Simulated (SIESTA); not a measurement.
# W2C under changes of volume

One of the cells (12.984 Å³/atom); the others are scaled copies at fixed shape and fractional positions:

```xyz
3
Lattice="3.0904 0.0000 0.0000 -1.5452 2.6763 0.0000 0.0000 0.0000 4.7094" Properties=species:S:1:pos:R:3 pbc="T T T"
W     1.5452    0.8921    1.1946
W     0.0000    1.7842    3.5148
C     0.0000    0.0000    0.0000
```

The cell comes from a database or a generator and needn't be the stable form of this composition.

```yaml
Program: SIESTA 5.4.2
Functional: PBE
Potentials_or_basis: PseudoDojo 0.4 standard (PBE files)
Basis: DZP (energy shift 0.003 Ry; two zetas on semicore shells)
Grid_cutoff: 800 Ry
Energy_shift: 0.003 Ry
k_mesh: 10 × 10 × 6
Occupations: fermi-dirac, width 0.05 eV
Spin: no spin polarisation
```

```tsv
volume (Å³/atom)	energy over the lowest point (meV/atom)	pressure (GPa)	largest force (eV/Å)
11.965	?	?	?
12.220	30.62	17.8	0.916
12.475	8.81	9.9	0.721
12.984	0.00	-3.8	0.346
13.238	10.73	-9.6	0.192
13.493	30.23	-14.7	0.032
```

What does the run at 11.965 Å³/atom give?

Energy over the lowest point 65.81 meV/atom; pressure 26.7 GPa; largest force 1.127 eV/Å.

Worked out: A Birch-Murnaghan fit of order 3 (a polynomial in V^(-2/3)) to the other rows has its minimum at 12.83 Å³/atom with B0 = V·E''(V) = 328 GPa and B' = 4.2 at fixed shape and positions, which overstates the stiffness. It gives 65.80 meV/atom at 11.965 Å³/atom, against the run's 65.81, and -dE/dV = 26.6 GPa, against 26.7.

Energies are extrapolated to zero smearing.

Caveats: short orbitals over semicore shells can move pressures by several GPa; the basis of atomic orbitals isn't converged, which shifts pressures, moduli and gaps; forces of over 1 eV/Å show positions far from the minimum, so gaps and moduli don't describe the material at rest (some runs).
